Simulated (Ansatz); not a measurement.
Here is an Ansatz 0.2.0 calculation.

input.yaml

```yaml
crystal:
  lattice:
    - [2.8565781804, 0.0, 0.0]
    - [-1.4282890902, 2.4738692722, 0.0]
    - [0.0, 0.0, 4.6013740589]
  atoms:
    - { symbol: Mn, position: [0.0, 0.0, 0.5], spin: 4.0 }
    - { symbol: O, position: [0.3333333333, 0.6666666667, 0.70629257] }
    - { symbol: O, position: [0.6666666667, 0.3333333333, 0.29370743] }
hamiltonian:
  xc: pbe
  pseudopotentials: { kind: paw }
  dispersion: d4
magnetization:
  spin_polarized: true
kpoints:
  mp_grid: { grid: [11, 11, 6] }
scf:
  occupations: { method: fermi_dirac, width: 0.05 }
output:
  forces: true
  stress: true
  eigenvalues: true
relax:
  f_tol: 0.01
  max_steps: 40
  cell: { stress_tol: 0.05 }
```

Potentials or basis: Ansatz PAW.

Launch:

```console
$ ansatz run input.yaml --threads 2 --pin off --max-ram 5632MiB --backend cpu --events-out ev --progress --plain --runs-dir out
```

Problem. What does it give for the relaxed volume?

Solution. 10.76 Å³/atom.

Problem. Predict the band gap on the k mesh.

Solution. 0.87 eV, indirect (least direct gap 0.93 eV).

Final structure:
```yaml
crystal:
  lattice:
    - [2.86569, 0.00000, 0.00000]
    - [-1.43285, 2.48176, 0.00000]
    - [0.00000, 0.00000, 4.53709]
  atoms:
    - { symbol: Mn, position: [0.00000, 0.00000, 0.50000] }
    - { symbol: O, position: [0.33333, 0.66667, 0.71038] }
    - { symbol: O, position: [0.66667, 0.33333, 0.28962] }
```

Caveat: odd divisions of the mesh miss points on the zone boundary, where band edges often lie, so the gap on the mesh can be too wide; the plane-wave basis is chosen anew once the cell has moved, so the energies of steps on either side of that aren't comparable; the pressure holds a Pulay correction of +0.8 GPa for the finite cutoff; a cell with one magnetic atom can't hold antiferromagnetic order, which such compounds often take. A k mesh can miss the band edges.
